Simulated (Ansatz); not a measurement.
Fe2Si under changes of volume

One of the cells (10.779 Å³/atom); the others are scaled copies at fixed shape and fractional positions:

```
Fe Si
1.0
    -1.34748    1.34748    4.45257
     1.34748   -1.34748    4.45257
     1.34748    1.34748   -4.45257
Fe Si
2 1
Direct
  0.66037 0.66037 0.00000
  0.33963 0.33963 0.00000
  0.00000 0.00000 0.00000
```

The cell comes from a database or a generator and needn't be the stable form of this composition.

```yaml
Program: Ansatz 0.2.0
Functional: r2SCAN
Potentials_or_basis: Ansatz PAW
Cutoff: "500 eV (not typed: the program's choice for these potentials)"
k_mesh: 14 × 14 × 14
Occupations: fermi-dirac, width 0.05 eV
Spin: collinear spin, ferromagnetic start
Starting_moments: "[3.0, 3.0, 0.0] μB"
```

```csv
volume (Å³/atom),energy over the lowest point (meV/atom),pressure (GPa),moment (μB per cell),largest force (eV/Å)
10.133,?,?,?,?
10.348,16.06,9.7,3.21,0.666
10.564,5.82,5.6,3.37,0.720
10.779,0.67,2.1,3.53,0.761
10.995,0.00,-1.1,3.68,0.776
11.211,3.48,-4.0,3.81,0.787
11.426,10.62,-6.5,3.95,0.800
```

Question: What does the run at 10.133 Å³/atom give?

Answer: Energy over the lowest point 31.97 meV/atom; pressure 14.1 GPa; moment 3.01 μB per cell; largest force 0.577 eV/Å.

Worked out: A Birch-Murnaghan fit of order 3 (a polynomial in V^(-2/3)) to the other rows has its minimum at 10.92 Å³/atom with B0 = V·E''(V) = 160 GPa and B' = 4.2 at fixed shape and positions, which overstates the stiffness. It gives 31.80 meV/atom at 10.133 Å³/atom, against the run's 31.97, and -dE/dV = 13.9 GPa, against 14.1. A parabola through the other rows of the moment, of slope 0.812 μB per Å³/atom there, extrapolates to 3.04 μB, against the run's 3.01.

Energies are extrapolated to zero smearing.

Caveats: the magnetic or orbital state may not be the lowest; the PAW data sets come from PBE, with cores solved anew for the run's functional, which leaves a small shift of forces and pressure.
